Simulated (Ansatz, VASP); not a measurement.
**One calculation of C, two programs**

INCAR

```
SYSTEM = C
  ALGO = Normal
  EDIFF = 1E-6
  ENCUT = 520
  GGA = PS
  ISIF = 2
  ISMEAR = 0
  LASPH = .True.
  LCHARG = .False.
  LREAL = .False.
  LWAVE = .False.
  NBANDS = 11
  NELM = 80
  PREC = Accurate
  SIGMA = 0.05
```

File KPOINTS:

```
k-points
0
Gamma
  12 12 12
  0 0 0
```

File POSCAR:

```
C
1.0
    0.0000000000      1.6347522448      1.6347522448
    1.6347522448      0.0000000000      1.6347522448
    1.6347522448      1.6347522448      0.0000000000
C
2
Direct
    0.5000000000      0.5000000000      0.5000000000
    0.7500000000      0.7500000000      0.7500000000
```

Input for Ansatz:

```yaml
crystal:
  lattice:
    - [0.0, 1.6347522448, 1.6347522448]
    - [1.6347522448, 0.0, 1.6347522448]
    - [1.6347522448, 1.6347522448, 0.0]
  atoms:
    - { symbol: C, position: [0.5, 0.5, 0.5] }
    - { symbol: C, position: [0.75, 0.75, 0.75] }
basis:
  ecutwfc: 420
kpoints:
  mp_grid: { grid: [12, 12, 12] }
hamiltonian:
  xc: pbesol
scf:
  occupations: { method: gaussian, width: 0.05 }
output:
  forces: true
  stress: true
  eigenvalues: true
```

Change from the starting cell: strain -0.080 along x and y, -0.080 along z, atoms carried along.

Alike in both runs: task single point; functional PBEsol; k mesh 12 × 12 × 12; occupations gaussian, width 0.05 eV; no spin polarisation.

```csv
,VASP,Ansatz
version,VASP 6.6.1,Ansatz 0.2.0
potentials or method,"VASP PAW PBE potentials, release 64 (C)","scalar-relativistic, plane waves, PAW"
plane-wave cutoff (eV),520,420
valence electrons in the cell,8,8
```

```csv
,VASP,Ansatz,Ansatz less VASP
gap on the k mesh at the Fermi level (eV),4.67,4.69,+0.015
least direct gap on the mesh (eV),6.26,6.27,+0.007
pressure (GPa),178.8,176.3,-2.45
```

Caveats: the cell as given lies far from equilibrium; so large a pressure means that the cell lies far from this level's equilibrium, or that cutoff or potentials fall short (VASP); the potentials were made for another functional, which shifts forces and pressure (VASP).
